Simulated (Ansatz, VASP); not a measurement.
## One calculation of Sr, two programs

```
Sr
1.0
     3.84958    0.00000    0.00000
     0.00000    3.84958    0.00000
     0.00000    0.00000    3.84958
Sr
1
Direct
  0.00000 0.00000 0.00000
```

Alike in both runs: task single point; functional PBE; k mesh 13 × 13 × 13; occupations fermi-dirac, width 0.05 eV; no spin polarisation.

|  | VASP | Ansatz |
| --- | --- | --- |
| version | VASP 6.6.1 | Ansatz 0.2.0 |
| potentials or method | VASP PAW PBE potentials, release 64 (Sr_sv), cutoff 520 eV | all-electron LAPW, scalar-relativistic |

|  | VASP | Ansatz | Ansatz less VASP |
| --- | --- | --- | --- |
| pressure (GPa) | 0.0 | 0.0 | 0.00 |

Ansatz ran all-electron here, so the differences hold the error of VASP's frozen core and of both bases.
